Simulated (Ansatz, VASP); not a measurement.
Ni in VASP and in Ansatz

```
CELL_PARAMETERS angstrom
-1.39288 1.39288 1.39288
1.39288 -1.39288 1.39288
1.39288 1.39288 -1.39288
ATOMIC_POSITIONS crystal
Ni 0.00000 0.00000 0.00000
```

Change from the starting cell: volume scaled by 1.02.

Alike in both runs: task single point; functional PBEsol; k mesh 13 × 13 × 13; occupations fermi-dirac, width 0.05 eV; collinear spin, ferromagnetic start.

|  | VASP | Ansatz |
| --- | --- | --- |
| version | VASP 6.6.1 | Ansatz 0.2.0 |
| potentials or method | VASP PAW PBE potentials, release 64 (Ni) | Ansatz PAW |
| plane-wave cutoff (eV) | 520 | 420 |
| valence electrons in the cell | 10 | 18 |

```tsv
	VASP	Ansatz	Ansatz less VASP
gap on the k mesh at the Fermi level (eV)	none	none	-
pressure (GPa)	-6.3	-6.4	-0.06
net moment per atom (μB)	0.59	0.60	+0.012
size of the moment on the site where the two differ most (μB)	0.59	0.63	+0.034
```

Site moments also hang on the region over which each program counts them. A gap of «none» marks a metal or a gap that the smearing closes. With one functional, cell and mesh, what is left measures potentials, basis and numerics. The two sets of potentials don't hold the same shells in valence.

Caveats: the PAW data sets were made with another functional, which shifts forces and pressure a little (VASP); the PAW data sets come from PBE, with cores solved anew for the run's functional, which leaves a small shift of forces and pressure (Ansatz).
